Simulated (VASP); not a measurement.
# Ca in VASP: convergence with empty bands

The system is Ca, a slab with vacuum.

```
Ca
1.0
     3.84607    0.00000    0.00000
    -1.56049    3.51527    0.00000
     0.00000    0.00000   24.56347
Ca
4
Direct
  0.13729 0.86271 0.30533
  0.56215 0.43785 0.43511
  0.98701 0.01299 0.56489
  0.41187 0.58813 0.69467
```

| Property | Result |
| --- | --- |
| Program | VASP 6.6.1 |
| Task | single point |
| Functional | PBE |
| Potentials or basis | VASP PAW PBE potentials, release 64 (Ca_sv) |
| Cutoff | 520 eV |
| k mesh | 6 × 6 × 1 |
| Occupations | gaussian, width 0.02 eV |
| Spin | no spin polarisation |

These are the settings of the first run; the series varies empty bands, with any setting tied to it.

Hardware: 1 thread of AMD EPYC 9R45 96-Core Processor (Zen 5), on a shared host.

| empty bands | energy less the tightest run, at zero smearing (meV/atom) | SCF cycles | CPU time (s) | peak memory (GiB) |
| --- | --- | --- | --- | --- |
| 1 | 0.00 | 23 | 82 | 0.41 |
| 2 | 0.00 | 23 | 83 | 0.41 |
| 3 | 0.00 | 23 | 90 | 0.42 |
| 4 | 0.00 | 23 | 92 | 0.42 |
| 6 | 0.00 | 23 | 99 | 0.42 |
| 10 | 0.00 | 22 | 110 | 0.43 |
| 16 | 0.00 | 22 | 130 | 0.44 |

Against the tightest run, the energy stays within 1 meV/atom from 1 on. The tightest run that finished is the yardstick and may itself not be fully converged.
